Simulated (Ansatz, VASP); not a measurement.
This is a calculation of Ga for Ansatz 0.2.0.

Contents of input.yaml:

```yaml
crystal:
  lattice:
    - [-1.3843987196, 1.3843987196, 2.3112238365]
    - [1.3843987196, -1.3843987196, 2.3112238365]
    - [1.3843987196, 1.3843987196, -2.3112238365]
  atoms:
    - { symbol: Ga, position: [0.0, 0.0, 0.0] }
hamiltonian:
  xc: pbesol
  pseudopotentials: { kind: paw }
kpoints:
  mp_grid: { grid: [13, 13, 13] }
scf:
  occupations: { method: fermi_dirac, width: 0.05 }
output:
  forces: true
  stress: true
  eigenvalues: true
```

Potentials or basis: Ansatz PAW.

Command:

```bash
$ ansatz run input.yaml --threads 1 --pin off --max-ram 3584MiB --backend cpu --events-out ev --progress --plain --runs-dir out
```

Question: Translate it to VASP 6.6.1. Potentials there: VASP PAW PBE potentials, release 64 (Ga_d).

Answer: As run (the cutoff follows the program's own potentials):

INCAR

```
SYSTEM = Ga
PREC = Accurate
ENCUT = 520
EDIFF = 1E-7
ISMEAR = -1
SIGMA = 0.05
LREAL = .False.
LASPH = .True.
NELM = 80
ALGO = Normal
ISIF = 2
LWAVE = .False.
LCHARG = .False.
GGA = PS
NBANDS = 12
```

The input KPOINTS:

```
regular mesh
0
Gamma
  13 13 13
  0 0 0
```

POSCAR

```
Ga
1.0
   -1.3843987196      1.3843987196      2.3112238365
    1.3843987196     -1.3843987196      2.3112238365
    1.3843987196      1.3843987196     -2.3112238365
Ga
1
Direct
    0.0000000000      0.0000000000      0.0000000000
```

Potentials or basis: VASP PAW PBE potentials, release 64 (Ga_d).

The run is started by

```bash
$ cat potpaw_PBE.64/Ga_d/POTCAR > POTCAR
$ mpirun -np 1 vasp_std > vasp.out
```

Both were run:

|  | VASP | Ansatz | Ansatz less VASP |
| --- | --- | --- | --- |
| gap on the k mesh at the Fermi level (eV) | none | none | - |
| pressure (GPa) | -0.2 | -0.3 | -0.07 |
| largest component of the traceless stress (GPa) | 0.12 | 0.12 | -0.007 |

A gap of «none» marks a metal or a gap that the smearing closes. With one functional, cell and mesh, what is left measures potentials, basis and numerics.

Caveats: the PAW data sets were made with another functional, which shifts forces and pressure a little (VASP); the PAW data sets come from PBE, with cores solved anew for the run's functional, which leaves a small shift of forces and pressure (Ansatz).
